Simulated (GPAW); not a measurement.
The system is Co.

```
CELL_PARAMETERS angstrom
2.47056 0.00000 0.00000
-1.23528 2.13957 0.00000
0.00000 0.00000 8.08823
ATOMIC_POSITIONS crystal
Co 0.66667 0.33333 0.75000
Co 0.00000 0.00000 0.50000
Co 0.33333 0.66667 0.25000
Co 0.00000 0.00000 0.00000
```

Program: GPAW 26.7.0. Alike in all runs: spin collinear, ferromagnetic start; cell as given; smearing fermi-dirac 0.05 eV.

Order these runs on this cell by their pressure, lowest first.
A. level LDA; potentials or basis the program's PAW data sets (release 1.2.1) made for this functional, pw; k mesh 8 × 8 × 3; cutoff (eV) 600; maxiter 150; band path GMKGALHA,LM,KH; band points 100; mesh quality coarse
B. level PBEsol; potentials or basis PAW data sets generated in the run's folder for this functional, pw; k mesh 12 × 12 × 4; cutoff (eV) 600; maxiter 150; mesh quality not flagged
C. level LDA; potentials or basis the program's PAW data sets (release 1.2.1) made for this functional, pw; k mesh 10 × 10 × 3; cutoff (eV) 500; maxiter 120; convergence default; mesh quality not flagged

C (-19.5 GPa), A (-13.7 GPa), B (-5.3 GPa).

Caveats: some runs use coarse meshes; the cutoff is short for stress and forces, so pressures can be off by a GPa or more (some runs); so large a pressure means that the cell lies far from this level's equilibrium, or that cutoff or potentials fall short (some runs).

Not every run made on this cell is shown here.
